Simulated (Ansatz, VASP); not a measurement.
# One calculation of HfC, two programs

Contents of POSCAR:

```
HfC
1.0
    0.0000000000      2.5457187480      2.5457187480
    2.5457187480      0.0000000000      2.5457187480
    2.5457187480      2.5457187480      0.0000000000
Hf C
1 1
Direct
    0.0000000000      0.0000000000      0.0000000000
    0.2500000000      0.2500000000      0.2500000000
```

Contents of INCAR.step1:

```
PREC = Accurate
ENCUT = 520
ISMEAR = 0
SIGMA = 0.05
LREAL = F
LASPH = T
NELM = 60
NBANDS = 14
GGA = PE
ALGO = Normal
EDIFF = 1E-4
LWAVE = T
LCHARG = F
```

Contents of INCAR.step2:

```
PREC = Accurate
ENCUT = 520
EDIFF = 1E-7
ISMEAR = 0
SIGMA = 0.05
LREAL = F
LASPH = T
NELM = 60
ALGO = Normal
ISIF = 2
LWAVE = F
LCHARG = T
METAGGA = R2SCAN
LMIXTAU = T
LELF = T
LVHAR = T
NBANDS = 14
ISTART = 1
```

The input KPOINTS:

```
regular mesh
0
Gamma
  12 12 12
```

Input for Ansatz:

```yaml
crystal:
  lattice:
    - [0.0, 2.545718748, 2.545718748]
    - [2.545718748, 0.0, 2.545718748]
    - [2.545718748, 2.545718748, 0.0]
  atoms:
    - { symbol: Hf, position: [0.0, 0.0, 0.0] }
    - { symbol: C, position: [0.25, 0.25, 0.25] }
basis:
  ecutwfc: 500
  ecutrho_ratio: 4
kpoints:
  mp_grid: { grid: [12, 12, 12] }
hamiltonian:
  xc: r2scan
scf:
  occupations: { method: gaussian, width: 0.05 }
output:
  forces: true
  stress: true
  eigenvalues: true
```

Alike in both runs: task single point; functional r2SCAN; k mesh 12 × 12 × 12; occupations gaussian, width 0.05 eV; no spin polarisation.

|  | VASP | Ansatz |
| --- | --- | --- |
| version | VASP 6.6.1 | Ansatz 0.2.0 |
| potentials or method | VASP PAW PBE potentials, release 64 (Hf_pv, C) | scalar-relativistic, plane waves, PAW |
| plane-wave cutoff (eV) | 520 | 500 |
| valence electrons in the cell | 14 | 30 |

VASP gave:

- gap on the k mesh at the Fermi level (eV): 0.64
- least direct gap on the mesh (eV): 0.64
- pressure (GPa): -6.5

Question: What did Ansatz give for the same quantities?

Answer: gap on the k mesh at the Fermi level (eV): 0.63; least direct gap on the mesh (eV): 0.63; pressure (GPa): -5.9.

The two sets of potentials don't hold the same shells in valence.

Caveats: the PAW data sets were made with another functional, which shifts forces and pressure a little (VASP); spin-orbit coupling is left out, which moves the levels of the heavy elements. A k mesh can miss the band edges. r2SCAN opens gaps a little over a GGA but as a rule still falls short of measured ones.
